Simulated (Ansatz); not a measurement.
The system is TiB2.

```
CELL_PARAMETERS angstrom
3.02920 0.00000 0.00000
-1.51460 2.62336 0.00000
0.00000 0.00000 3.22840
ATOMIC_POSITIONS crystal
Ti 0.00000 0.00000 0.00000
B 0.66667 0.33333 0.50000
B 0.33333 0.66667 0.50000
```

Base run:

```yaml
Program: Ansatz 0.2.0
Functional: PBE
Potentials_or_basis: all-electron LAPW, scalar-relativistic
Cutoff: 281 eV
Density_cutoff: 1125 eV
Basis_error_allowed: 0.002 eV/atom
k_mesh: 10 × 10 × 8
Occupations: fermi-dirac, width 0.05 eV
Spin: no spin polarisation
```

Its results: pressure 0.3 GPa.

**Question.** After a change of settings the same cell gave: pressure -11.2 GPa. Which change was it?
A. functional from PBE to PBEsol; basis error allowed from 0.002 eV/atom to 0.001 eV/atom
B. functional from PBE to LDA
C. functional from PBE to PBEsol
D. functional from PBE to PBEsol; potentials or basis from all-electron LAPW, scalar-relativistic to all-electron PAW datasets made for the crystal

**Answer.** B.

LDA binds more tightly than PBE, so the same cell stands under less pressure.

Not every run made on this cell is shown here.
